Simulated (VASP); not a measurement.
**Yb: single point with PBEsol**

The system is Yb.

```xyz
1
Lattice="0.0000 2.5335 2.5335 2.5335 0.0000 2.5335 2.5335 2.5335 0.0000" Properties=species:S:1:pos:R:3 pbc="T T T"
Yb    0.0000    0.0000    0.0000
```

| Property | Result |
| --- | --- |
| Program | VASP 6.6.1 |
| Task | single point |
| Functional | PBEsol |
| Potentials or basis | VASP PAW PBE potentials, release 64 (Yb) |
| Cutoff | 520 eV |
| k mesh | 8 × 8 × 8 |
| Occupations | gaussian, width 0.15 eV |
| Spin | no spin polarisation |

| Item | Value |
| --- | --- |
| Pressure | -0.7 GPa |
| Band gap on the k mesh | none (metal or under the smearing width) |

Levels at points of the mesh, in eV from the Fermi level:
```tsv
k point	band 9	band 10	band 11	band 12	band 13	band 14	band 15	band 16
(0.00, 0.00, 0.00)	-0.41	-0.29	-0.29	-0.29	2.93	2.93	2.93	5.29
(0.50, 0.00, 0.00)	-0.42	-0.31	-0.31	-0.28	0.63	2.69	2.69	7.03
(0.50, 0.50, 0.00)	-0.40	-0.34	-0.33	-0.33	-0.09	2.11	7.06	7.55
```

It took 31 s on 1 thread of AMD EPYC 7R13 Processor (Zen 3), on a shared host, peak memory 0.14 GiB.

Caveat: the PAW data sets were made with another functional, which shifts forces and pressure a little. Spin polarisation is off, so any magnetic state and its effect on volume and gap are missing.
